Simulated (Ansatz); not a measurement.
# Sb (P2_1/m) in Ansatz: settings compared, part 2 of 2

Ansatz 0.2.0. Earlier steps stand in the parts before.

## Step 3: Relaxation of cell and atoms, PBE+D3(BJ)

input.yaml reads:

```yaml
crystal:
  lattice:
    - [3.122402, 0.0, 0.0]
    - [0.0, 4.347518, 0.0]
    - [-0.038915, 0.0, 4.405852]
  atoms:
    - { symbol: Sb, position: [0.011389, 0.25, 0.241166] }
    - { symbol: Sb, position: [0.988611, 0.75, 0.758834] }
hamiltonian:
  xc: pbe
  pseudopotentials: { kind: paw }
  dispersion: d3bj
kpoints:
  mp_grid: { grid: [9, 6, 6] }
scf:
  occupations: { method: fermi_dirac, width: 0.05 }
output:
  forces: true
  stress: true
  eigenvalues: true
relax:
  f_tol: 0.01
  max_steps: 40
  cell: { stress_tol: 0.05 }
```

Potentials or basis: Ansatz PAW.

Launch:

```bash
$ ansatz run input.yaml --threads 2 --pin off --max-ram 5632MiB --backend cpu --events-out ev --progress --plain --runs-dir out
```

What it wrote:

```text
Warning: RAYON_NUM_THREADS=2 ignored (pool sized by the plan → 2); use --threads N
Engine: ansatz 0.2.0, aarch64-unknown-linux-gnu
Pseudopotentials: kind: paw
Pseudopotential: Sb, paw, valence charge 15, recommended cutoff 420 eV (normal), Sb.paw.azcp
Functional definition: PBE
  parameter kappa = 0.804
  parameter beta = 0.06672455060314922
  exchange = pbe_x(kappa = kappa, mu = beta*pi^2/3)
  correlation = pbe_c(beta = beta)
Crystal: 2 atoms, lattice volume = 59.808 Å³
Basis set: ecut = 420 eV, 1169 PW (Γ), exchange–correlation on 48×60×60 points (8 copies of the dense FFT grid, shifted against one another)
Bands: 19, of which v1, the nominal top of the filled ones, is band 15 counted from 1 (14 counted from 0)
Symmetry: 4 space group operations
Space group: P21/m (ITA 11), of the structure as read, at distance tolerance 3.9e-5 Å
k-points: 112 of 324
Non-local potential: Sb, projectors of the file, l = 0: 2, l = 1: 2, l = 2: 2, l = 3: 2
PAW form: soft (Blöchl's): semilocal exchange-correlation on the pseudo side does not see the compensation charge
PAW one-centre angular grid: Sb, 590 points (default); XC on 64 Gauss nodes
Initial density: superposition of atomic densities (neutral atoms: chi_scale 0, normalization atom), corrected by the library's trained network
Initial wavefunctions: pseudopotential atomic-orbital guess
Functional: x = pbe(κ = 0.804, μ = 0.2195149727645171), c = pbe(β = 0.06672455060314922)
[... 111 lines left out ...]
  E_nonlocal   = 724.527184
  E_hartree    = 1400.503783
  E_xc         = -277.270171
  E_vxc        = -193.045970  (∫ρ·V_xc dr)
  E_paw        = -9150.740618  (= ΣΔE_a)
  E_vpaw       = -988.860699  (= ΣTr[D̂ρ^β])
  E_aug_tail   = -0.000003  (compensation charges beyond the density's cutoff)
  E_ewald      = -3005.362837
  E_disp       = -0.999351  (pairwise vdW)
  E_smearing   = -0.011983  (= −TS)
  E_closure    = 0.000000  (closes the sum)
  Σ components = -12969.844135   (vs F -12969.844135, Δ=0.00e0)
--- Forces (eV/Å), atoms counted from 1 ---
  atom   1  Sb    -0.00169273     0.00000000     0.00112601
  atom   2  Sb     0.00169273    -0.00000000    -0.00112601
  max |Σ_I F_I| component: 2.17e-19 eV/Å
--- Stress (GPa, compression-positive) ---
        0.032367       0.000000       0.006003
        0.000000      -0.008928      -0.000000
        0.006003      -0.000000      -0.013096
  P = ⅓ Tr σ = 0.0034 GPa (0.034 kbar)
--- Band table (eV; the first three rows and the last of 112) ---
  k-point 0: bands = ["-18.6475", "-18.6423", "-18.5591", "-18.5442", "-18.4908", "-18.4894", "-18.4428", "-18.4421", "-18.4400", "-18.3582", "-2.0940", "3.3035", "6.8762", "6.9560", "12.6746", "13.8705", "14.0452", "14.0755", "17.7355"]
  k-point 1: bands = ["-18.6354", "-18.6289", "-18.5507", "-18.5500", "-18.4878", "-18.4862", "-18.4472", "-18.4461", "-18.4452", "-18.3784", "-1.8833", "2.5192", "7.2158", "7.4469", "12.7866", "13.0117", "13.5278", "14.0810", "17.8263"]
  k-point 2: bands = ["-18.6167", "-18.5776", "-18.5677", "-18.5271", "-18.4793", "-18.4775", "-18.4675", "-18.4553", "-18.4539", "-18.4330", "-1.2576", "1.0895", "7.9837", "8.4958", "10.8801", "11.2933", "14.6941", "15.8092", "16.7920"]
  k-point 111: bands = ["-18.5378", "-18.5378", "-18.5185", "-18.5185", "-18.5023", "-18.5023", "-18.4903", "-18.4903", "-18.4017", "-18.4017", "2.3463", "2.3463", "6.8529", "6.8529", "9.2283", "9.2283", "14.3304", "14.3304", "14.8373"]
--- Relaxed structure (8 steps of the walk, 8 accepted, 1 SCFs on fresh bases) ---
  F+E_penalty+E_count = -12969.84413498 eV   max|allowed force component| = 1.693e-3 eV/Å   (the final SCF, on the basis selected at the relaxed cell)
  cell:  # Å, volume = 57.2324 Å³
    - [3.0718150980827112, 0.0, 0.012990704777590735]
    - [0.0, 4.3022048820288585, 0.0]
    - [-0.019954048811181586, 0.0, 4.330594832749303]
  atoms:
    - { symbol: Sb, position: [0.000748148761995702, 0.24999999999999994, 0.24994018824237707] }
    - { symbol: Sb, position: [0.9992518512380041, 0.7499999999999998, 0.7500598117576226] }
```

It took 35 s on 2 threads of Arm Neoverse V1, shared host; peak memory 0.4 GiB.

Results:

- Free energy: -12969.8441 eV
- Relaxed volume: 28.62 Å³/atom
- Relaxed cell: a = 3.072 Å, b = 4.302 Å, c = 4.331 Å, α = 90.00°, β = 90.02°, γ = 90.00°
- Space group after relaxing (to 0.05 Å): Pm-3m (No. 221)
- Energy gained by relaxing: 11.4 meV/atom
- Ionic steps: 9
- Pressure after relaxing: 0.0 GPa
- Band gap on the k mesh: none (metal or under the smearing width)

Forces in eV/Å, atoms in the order of the input:
```
Sb  -0.002  0.000  0.001
Sb   0.002  0.000 -0.001
```

Step by step:
```tsv
step	energy change (eV)	largest force (eV/Å)	volume (Å³)
1	0.0000	0.0575	59.81
2	-0.0150	0.1048	56.08
3	-0.0216	0.0629	57.38
4	-0.0231	0.0017	57.27
5	-0.0232	0.0010	57.26
6	-0.0233	0.0016	57.24
7	-0.0234	0.0035	57.23
8	-0.0234	0.0020	57.23
9	-0.0228	0.0020	57.23
```

Final structure:
```yaml
crystal:
  lattice:
    - [3.07182, 0.00000, 0.01299]
    - [0.00000, 4.30220, 0.00000]
    - [-0.01995, 0.00000, 4.33059]
  atoms:
    - { symbol: Sb, position: [0.00075, 0.25000, 0.24994] }
    - { symbol: Sb, position: [0.99925, 0.75000, 0.75006] }
```

Caveat: the plane-wave basis is chosen anew once the cell has moved, so the energies of steps on either side of that aren't comparable; pairwise dispersion overbinds metals, which lowers pressure and volume. The run has no spin-orbit coupling, so splittings on Sb are missing.

## Step 4: Relaxation of cell and atoms, PBE+D3(BJ)-ATM

Changes to input.yaml since step 3:

```diff
@@ -11,3 +11,3 @@
   pseudopotentials: { kind: paw }
-  dispersion: d3bj
+  dispersion: d3bjatm
 kpoints:
```

Launch:

```bash
$ ansatz run input.yaml --threads 2 --pin off --max-ram 5632MiB --backend cpu --events-out ev --progress --plain --runs-dir out
```

Wall time 35 s (2 threads of Arm Neoverse V1, shared host); peak memory 0.4 GiB.

It converged, with:

```yaml
Free_energy: -12969.7955 eV
Relaxed_volume: 28.75 Å³/atom
Relaxed_cell: a = 3.078 Å, b = 4.304 Å, c = 4.340 Å, α = 90.00°, β = 90.03°, γ = 90.00°
Space_group_after_relaxing_to_0.05_Å: Cmmm (No. 65)
Energy_gained_by_relaxing: 9.5 meV/atom
Ionic_steps: 9
Pressure_after_relaxing: 0.0 GPa
Band_gap_on_the_k_mesh: none (metal or under the smearing width)
```

Step by step:
```tsv
step	energy change (eV)	largest force (eV/Å)	volume (Å³)
1	0.0000	0.0575	59.81
2	-0.0124	0.0956	56.47
3	-0.0178	0.0587	57.61
4	-0.0192	0.0018	57.53
5	-0.0193	0.0009	57.51
6	-0.0194	0.0017	57.49
7	-0.0195	0.0038	57.48
8	-0.0195	0.0014	57.49
9	-0.0190	0.0014	57.49
```

Final structure:
```yaml
crystal:
  lattice:
    - [3.07756, 0.00000, 0.01291]
    - [0.00000, 4.30425, 0.00000]
    - [-0.02014, 0.00000, 4.34013]
  atoms:
    - { symbol: Sb, position: [0.00031, 0.25000, 0.24993] }
    - { symbol: Sb, position: [0.99969, 0.75000, 0.75007] }
```

Levels at points of the mesh, in eV from the Fermi level:
| k point | band 12 | band 13 | band 14 | band 15 | band 16 | band 17 | band 18 | band 19 |
| --- | --- | --- | --- | --- | --- | --- | --- | --- |
| (0.00, 0.00, 0.00) | -7.46 | -3.88 | -3.78 | 1.93 | 3.08 | 3.27 | 3.31 | 6.96 |
| (0.00, 0.00, -0.50) | -10.98 | -1.52 | -1.52 | -1.00 | -0.99 | 4.84 | 4.85 | 8.03 |
| (0.00, -0.50, 0.00) | -10.96 | -1.59 | -1.59 | -1.08 | -1.08 | 4.86 | 4.86 | 8.23 |
| (0.00, -0.50, -0.50) | -10.22 | -5.98 | -5.98 | 5.23 | 5.23 | 5.44 | 5.44 | 9.46 |

Caveat: the plane-wave basis is chosen anew once the cell has moved, so the energies of steps on either side of that aren't comparable; pairwise dispersion overbinds metals, which lowers pressure and volume. Spin-orbit coupling is left out, which matters for the levels of Sb.

## Step 5: Relaxation of cell and atoms, PBE+D4

Changes to input.yaml since step 4:

```diff
@@ -11,3 +11,3 @@
   pseudopotentials: { kind: paw }
-  dispersion: d3bjatm
+  dispersion: d4
 kpoints:
```

Launch:

```bash
$ ansatz run input.yaml --threads 2 --pin off --max-ram 5632MiB --backend cpu --events-out ev --progress --plain --runs-dir out
```

Wall time 35 s (2 threads of Arm Neoverse V1, shared host); peak memory 0.4 GiB.

It converged, with:

- Free energy: -12969.9200 eV
- Relaxed volume: 28.61 Å³/atom
- Relaxed cell: a = 3.071 Å, b = 4.302 Å, c = 4.330 Å, α = 90.00°, β = 90.02°, γ = 90.00°
- Space group after relaxing (to 0.05 Å): Pm-3m (No. 221)
- Energy gained by relaxing: 11.6 meV/atom
- Ionic steps: 9
- Pressure after relaxing: 0.0 GPa
- Band gap on the k mesh: none (metal or under the smearing width)

Forces in eV/Å, atoms in the order of the input:
```
Sb  -0.002  0.000  0.001
Sb   0.002  0.000 -0.001
```

Step by step:
| step | energy change (eV) | largest force (eV/Å) | volume (Å³) |
| --- | --- | --- | --- |
| 1 | 0.0000 | 0.0580 | 59.81 |
| 2 | -0.0150 | 0.1059 | 56.03 |
| 3 | -0.0220 | 0.0635 | 57.36 |
| 4 | -0.0235 | 0.0018 | 57.25 |
| 5 | -0.0237 | 0.0009 | 57.24 |
| 6 | -0.0238 | 0.0016 | 57.22 |
| 7 | -0.0238 | 0.0034 | 57.21 |
| 8 | -0.0238 | 0.0022 | 57.21 |
| 9 | -0.0232 | 0.0022 | 57.21 |

Final structure:
```
Sb
1.0
     3.07141    0.00000    0.01301
     0.00000    4.30224    0.00000
    -0.01993    0.00000    4.32978
Sb
2
Direct
  0.00085 0.25000 0.24994
  0.99915 0.75000 0.75006
```

Levels at points of the mesh, in eV from the Fermi level:
| k point | band 13 | band 14 | band 15 | band 16 | band 17 | band 18 |
| --- | --- | --- | --- | --- | --- | --- |
| (0.00, 0.00, 0.00) | -3.89 | -3.82 | 1.90 | 3.10 | 3.28 | 3.31 |
| (0.00, 0.00, -0.50) | -1.55 | -1.54 | -1.01 | -1.01 | 4.88 | 4.88 |
| (0.00, -0.50, 0.00) | -1.60 | -1.60 | -1.08 | -1.08 | 4.89 | 4.89 |
| (0.00, -0.50, -0.50) | -6.02 | -6.02 | 5.27 | 5.27 | 5.46 | 5.46 |

Caveat: the plane-wave basis is chosen anew once the cell has moved, so the energies of steps on either side of that aren't comparable; pairwise dispersion overbinds metals, which lowers pressure and volume. Spin-orbit coupling is left out, which matters for the levels of Sb.

## Step 6: The runs side by side

| level | gap on the mesh (eV) | pressure (GPa) | relaxed volume (Å³/atom) |
| --- | --- | --- | --- |
| PBE | none | 0.0 | 30.06 |
| PBE+D3(BJ) | none | 0.0 | 28.62 |
| PBE+D3(BJ)-ATM | none | 0.0 | 28.75 |
| PBE+D4 | none | 0.0 | 28.61 |

Alike in all rows: task relaxation of cell and atoms; potentials or basis Ansatz PAW; no spin polarisation; cell relaxed; k mesh 9 × 6 × 6; cutoff (eV) 420; smearing fermi-dirac 0.05 eV.

Caveats: the plane-wave basis is chosen anew once the cell has moved, so the energies of steps on either side of that aren't comparable; pairwise dispersion overbinds metals, which lowers pressure and volume (some runs).

Absolute energies hang on the potentials; compare differences alone.
